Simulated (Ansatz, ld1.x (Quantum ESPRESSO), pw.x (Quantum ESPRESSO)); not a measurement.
# Mo (fcc): variants of one RRKJ potential in the solid

Mo (Z = 42), norm-conserving RRKJ (Kleinman–Bylander form), made with ld1.x (Quantum ESPRESSO) 7.5 (PBEsol, scalar-relativistic). Core [Kr], reference 4d5 5s1 5p0. Waves: 5p (bound, empty): rc 4.20 bohr; 4d (bound): rc 1.80 bohr; 5s (bound): rc 2.25 bohr. Local part: the s channel. Core correction: none.

Crystal test: fcc Mo in pw.x 7.5, no spin, 14³ k-points, Fermi–Dirac smearing 0.01 Ry, cutoffs set for each file from its atomic test. The reference is all-electron LAPW (Ansatz 0.2.0) with the same functional, mesh and smearing; V0 and B0 come from Birch–Murnaghan fits to the pressures at five volumes. Errors are pseudo minus all-electron; Δ is the rms difference of the E(V) curves that follow from these fits, minima aligned, over ±6 % about the mean V0. Mesh and smearing are coarse, so the numbers serve the comparison and aren't converged zero-temperature values; the lattice is a test structure that the element need not adopt.

All-electron: a0 = 3.963 Å (V0 = 15.56 Å³/atom), B0 = 253.7 GPa.

Base: The largest radius (4.20 bohr) exceeds half the bond length (2.65 bohr), so the spheres overlap, which is one possible source of error among others. This is a poor potential for the solid.

A dash in a converged row means that the minimum lies outside the volumes sampled.

| change | cutoffs (Ry) | pw.x | a0 (Å) | a0 error (%) | B0 error (%) | Δ (meV/atom) | mean pressure error (GPa) |
| --- | --- | --- | --- | --- | --- | --- | --- |
| base | 55/220 | converged | 4.019 | +1.41 | -4.5 | 36.2 | +11.19 |
| wave 5p (bound): rc 4.20 bohr becomes 5p (bound): rc 2.76 bohr | 55/220 | converged | – | – | – | – | +16.17 |
| wave 5p (bound): rc 4.20 bohr becomes 5p (bound): rc 3.90 bohr | 55/220 | converged | 4.018 | +1.40 | -5.0 | 35.9 | +11.06 |
| wave 5p (bound): rc 4.20 bohr becomes 5p (bound): rc 4.44 bohr | 55/220 | converged | 4.021 | +1.46 | -4.7 | 37.4 | +11.57 |
| wave 5p (bound): rc 4.20 bohr becomes 5p (bound): rc 6.16 bohr | 55/220 | converged | – | – | – | – | +44.34 |

Problem. Give the row for: wave 5p (bound): rc 4.20 bohr becomes 5p (bound): rc 5.38 bohr.

Solution. pw.x: converged; mean pressure error (GPa): +23.72.
